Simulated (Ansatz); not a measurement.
**Ga: pressure against volume**

How stiff is Ga, and at what volume does the pressure vanish? The cell is scaled evenly, atoms carried along, and solved with LAPW, PAW and all-electron datasets made for the crystal.

Method: DFT PBEsol, scalar-relativistic, in Ansatz 0.2.0.

## 1. The system as given

It takes space group C2/c (No. 15, monoclinic). The conventional cell has a = 2.766 Å, b = 8.053 Å, c = 3.332 Å, α = 90.00°, β = 92.02°, γ = 90.00°. Around Ga (site symmetry 2) lie 8 Ga at 2.69 to 2.92 Å.

Structure file:

```
Ga
1.0
     1.38300   -4.02650    0.00000
     1.38300    4.02650    0.00000
    -0.11745    0.00000    3.32993
Ga
2
Direct
  0.86900 0.13100 0.25000
  0.13100 0.86900 0.75000
```

Structure: COD 9011089, as refined from experiment and not relaxed.

Atoms are numbered in the order of the input: Ga1, Ga2.

## 2. Volume × 0.95, LAPW

input.yaml reads:

```yaml
crystal:
  lattice:
    - [1.3595547928, -3.9582410506, 0.0]
    - [1.3595547928, 3.9582410506, 0.0]
    - [-0.1154589374, 0.0, 3.2734796031]
  atoms:
    - { symbol: Ga, position: [0.869, 0.131, 0.25] }
    - { symbol: Ga, position: [0.131, 0.869, 0.75] }
kpoints:
  mp_grid: { grid: [14, 14, 11] }
scf:
  occupations: { method: fermi_dirac, width: 0.03 }
hamiltonian:
  xc: pbesol
  pseudopotentials: { kind: all_electron, lapw: { basis_error: 0.0005 } }
output:
  forces: true
  stress: true
  eigenvalues: true
```

Run with:

```bash
> ansatz run input.yaml --threads 1 --pin off --max-ram 3072MiB --backend cpu --events-out ev --progress --plain --runs-dir out
```

## 3. Volume × 0.95, PAW

input.yaml, as its differences from that of step 2:

```diff
@@ -14,3 +14,3 @@
   xc: pbesol
-  pseudopotentials: { kind: all_electron, lapw: { basis_error: 0.0005 } }
+  pseudopotentials: { kind: paw }
 output:
@@ -19 +19,2 @@
   eigenvalues: true
+  efg: { contact_densities: true }
```

## 4. Volume × 0.95, crystal datasets

input.yaml, as its differences from that of step 3:

```diff
@@ -14,3 +14,3 @@
   xc: pbesol
-  pseudopotentials: { kind: paw }
+  pseudopotentials: { kind: all_electron, datasets: crystal }
 output:
```

## 5. Volume × 0.975, LAPW

input.yaml reads:

```yaml
crystal:
  lattice:
    - [1.3713776018, -3.9926622658, 0.0]
    - [1.3713776018, 3.9926622658, 0.0]
    - [-0.1164629786, 0.0, 3.3019460719]
  atoms:
    - { symbol: Ga, position: [0.869, 0.131, 0.25] }
    - { symbol: Ga, position: [0.131, 0.869, 0.75] }
kpoints:
  mp_grid: { grid: [14, 14, 11] }
scf:
  occupations: { method: fermi_dirac, width: 0.03 }
hamiltonian:
  xc: pbesol
  pseudopotentials: { kind: all_electron, lapw: { basis_error: 0.0005 } }
output:
  forces: true
  stress: true
  eigenvalues: true
```

## 6. Volume × 0.975, PAW

input.yaml, as its differences from that of step 5:

```diff
@@ -14,3 +14,3 @@
   xc: pbesol
-  pseudopotentials: { kind: all_electron, lapw: { basis_error: 0.0005 } }
+  pseudopotentials: { kind: paw }
 output:
@@ -19 +19,6 @@
   eigenvalues: true
+  efg: { contact_densities: true }
+  write_density: true
+  write_potential: true
+  elf: true
+  volumetric_format: npy
```

## 7. Volume × 1.025, LAPW

input.yaml reads:

```yaml
crystal:
  lattice:
    - [1.3944302704, -4.0597783686, 0.0]
    - [1.3944302704, 4.0597783686, 0.0]
    - [-0.1184207052, 0.0, 3.3574513307]
  atoms:
    - { symbol: Ga, position: [0.869, 0.131, 0.25] }
    - { symbol: Ga, position: [0.131, 0.869, 0.75] }
kpoints:
  mp_grid: { grid: [14, 14, 11] }
scf:
  occupations: { method: fermi_dirac, width: 0.03 }
hamiltonian:
  xc: pbesol
  pseudopotentials: { kind: all_electron, lapw: { basis_error: 0.0005 } }
output:
  forces: true
  stress: true
  eigenvalues: true
```

## 8. Volume × 1.025, PAW

input.yaml, as its differences from that of step 7:

```diff
@@ -14,3 +14,3 @@
   xc: pbesol
-  pseudopotentials: { kind: all_electron, lapw: { basis_error: 0.0005 } }
+  pseudopotentials: { kind: paw }
 output:
@@ -19 +19,2 @@
   eigenvalues: true
+  efg: { contact_densities: true }
```

## 9. Volume × 1.05, LAPW

input.yaml reads:

```yaml
crystal:
  lattice:
    - [1.4056761615, -4.0925199307, 0.0]
    - [1.4056761615, 4.0925199307, 0.0]
    - [-0.1193757521, 0.0, 3.3845287204]
  atoms:
    - { symbol: Ga, position: [0.869, 0.131, 0.25] }
    - { symbol: Ga, position: [0.131, 0.869, 0.75] }
kpoints:
  mp_grid: { grid: [14, 14, 11] }
scf:
  occupations: { method: fermi_dirac, width: 0.03 }
hamiltonian:
  xc: pbesol
  pseudopotentials: { kind: all_electron, lapw: { basis_error: 0.0005 } }
output:
  forces: true
  stress: true
  eigenvalues: true
```

## 10. Volume × 1.05, PAW

input.yaml, as its differences from that of step 9:

```diff
@@ -14,3 +14,3 @@
   xc: pbesol
-  pseudopotentials: { kind: all_electron, lapw: { basis_error: 0.0005 } }
+  pseudopotentials: { kind: paw }
 output:
@@ -19 +19,2 @@
   eigenvalues: true
+  efg: { contact_densities: true }
```

## 11. Volume × 1.05, crystal datasets

input.yaml, as its differences from that of step 10:

```diff
@@ -14,3 +14,3 @@
   xc: pbesol
-  pseudopotentials: { kind: paw }
+  pseudopotentials: { kind: all_electron, datasets: crystal }
 output:
```

(Steps that only read results are left out.)

What does the calculation give? Wanted: equilibrium volume; bulk modulus (for each run or level that gives them).

**Answer**, as computed:

| quantity | value |
| --- | --- |
| equilibrium volume (LAPW) | 17.953 Å³/atom |
| bulk modulus (LAPW) | 62 GPa |
| its pressure derivative (LAPW) | 5.5 |
| equilibrium volume (PAW) | 17.943 Å³/atom |
| bulk modulus (PAW) | 62 GPa |
| its pressure derivative (PAW) | 5.5 |

By LAPW, the pressure vanishes at 17.95 Å³/atom (-3.2 % from the starting cell) and the bulk modulus there is 62 GPa (Birch-Murnaghan, third order). Shape and positions are held, so a fully relaxed modulus can be lower. PAW's volume lies -0.06 % and its modulus +0.1 % from LAPW's. No thermal or zero-point expansion is included.
